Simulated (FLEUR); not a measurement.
## Al: equation of state with r2SCAN

**The experiment to reproduce.**

From “The interpretation of polycrystalline coherent inelastic neutron scattering from aluminium”, 2013, pmc:3831299, for a bulk crystal of Al: bulk modulus 76.9 GPa.

Crystal: Al.

```
CELL_PARAMETERS angstrom
0.00000 2.02481 2.02481
2.02481 0.00000 2.02481
2.02481 2.02481 0.00000
ATOMIC_POSITIONS crystal
Al 0.00000 0.00000 0.00000
```

```json
{"Program": "FLEUR MaX-R8.1 (later development tree)", "Task": "equation of state", "Functional": "r2SCAN", "Potentials or basis": "all-electron", "Basis": "FLAPW", "Kmax": "4.1 1/bohr", "k mesh": "11 × 11 × 11", "Occupations": "fermi-dirac, width 0.05 eV", "Spin": "no spin polarisation"}
```

| Quantity | Value |
| --- | --- |
| Equilibrium volume | 15.98 Å³/atom |
| Bulk modulus | 91 GPa |

Energy against volume, from the lowest point:
```csv
volume (Å³/atom),energy (meV/atom)
15.607,2.51
15.939,0.00
16.603,6.41
17.267,25.61
17.599,39.20
```

Against the measured bulk modulus of Al, 76.9 GPa (quoted in “The interpretation of polycrystalline coherent inelastic neutron scattering from aluminium”, 2013, pmc:3831299), the calculated 91 GPa is off by +17.7 %. The fit is for a static lattice scaled at fixed shape and fixed fractional positions. The cell as given is a measured one (16.60 Å³/atom); r2SCAN puts the equilibrium volume -3.8 % from it, thermal expansion not counted.

Caveat: the meta-GGA is that of a development version, with a GGA for the radial functions and cores and without core tails.
